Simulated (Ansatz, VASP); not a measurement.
## Two plane-wave programs on Rb

Contents of INCAR:

```
PREC = Accurate
ENCUT = 520
EDIFF = 1E-7
ISMEAR = -1
SIGMA = 0.05
LREAL = False
LASPH = True
NELM = 80
ALGO = Normal
ISIF = 2
LWAVE = False
LCHARG = False
GGA = PE
NBANDS = 10
```

The input KPOINTS:

```
regular mesh
0
Gamma
  7 7 7
```

Contents of POSCAR:

```
Rb
1.0
   -2.9145811306      2.9145811306      2.6939373577
    2.9145811306     -2.9145811306      2.6939373577
    2.9145811306      2.9145811306     -2.6939373577
Rb
1
Direct
    0.0000000000      0.0000000000      0.0000000000
```

Contents of input.yaml:

```yaml
crystal:
  lattice:
    - [-2.9145811306, 2.9145811306, 2.6939373577]
    - [2.9145811306, -2.9145811306, 2.6939373577]
    - [2.9145811306, 2.9145811306, -2.6939373577]
  atoms:
    - { symbol: Rb, position: [0.0, 0.0, 0.0] }
hamiltonian:
  xc: pbe
  pseudopotentials: { kind: paw }
kpoints:
  mp_grid: { grid: [7, 7, 7] }
scf:
  occupations: { method: fermi_dirac, width: 0.05 }
output:
  forces: true
  stress: true
  eigenvalues: true
```

Change from the starting cell: volume scaled by 0.96.

Alike in both runs: task single point; functional PBE; k mesh 7 × 7 × 7; occupations fermi-dirac, width 0.05 eV; no spin polarisation.

```csv
,VASP,Ansatz
version,VASP 6.6.1,Ansatz 0.2.0
potentials or method,"VASP PAW PBE potentials, release 64 (Rb_sv)",Ansatz PAW
plane-wave cutoff (eV),520,420
valence electrons in the cell,9,9
```

```tsv
	VASP	Ansatz	Ansatz less VASP
gap on the k mesh at the Fermi level (eV)	none	none	-
pressure (GPa)	0.0	0.0	0.00
```

A gap of «none» marks a metal or a gap that the smearing closes.
